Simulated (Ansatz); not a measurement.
**TiNi under changes of volume**

One of the cells (13.340 Å³/atom); the others are scaled copies at fixed shape and fractional positions:

```
Ni Ti
1.0
     2.98807    0.00000    0.00000
     0.00000    2.98807    0.00000
     0.00000    0.00000    2.98807
Ni Ti
1 1
Direct
  0.00000 0.00000 0.00000
  0.50000 0.50000 0.50000
```

The cell comes from a database or a generator and needn't be the stable form of this composition.

```yaml
Program: Ansatz 0.2.0
Functional: PBEsol
Potentials_or_basis: all-electron LAPW, scalar-relativistic
Cutoff: 301 eV (chosen from the basis error)
Basis_error_allowed: 0.0005 eV/atom
k_mesh: 9 × 9 × 9
Occupations: fermi-dirac, width 0.05 eV
Spin: collinear spin, ferromagnetic start
Starting_moments: "[1.0, 1.0] μB"
```

```csv
volume (Å³/atom),energy over the lowest point (meV/atom),pressure (GPa)
12.539,13.67,8.4
12.806,3.48,4.1
13.073,0.00,0.3
13.340,2.54,-3.1
13.606,10.48,-6.2
13.873,?,?
14.140,40.49,-11.4
```

**Question.** What does the run at 13.873 Å³/atom give?

**Answer.** Energy over the lowest point 23.30 meV/atom; pressure -9.0 GPa.

Worked out: A Birch-Murnaghan fit of order 3 (a polynomial in V^(-2/3)) to the other rows has its minimum at 13.09 Å³/atom with B0 = V·E''(V) = 176 GPa and B' = 4.3. It gives 23.29 meV/atom at 13.873 Å³/atom, against the run's 23.30, and -dE/dV = -9.1 GPa, against -9.0.

Energies are extrapolated to zero smearing.

Caveats: the starting moments weren't kept.

The runs don't all hold the same shells in valence.
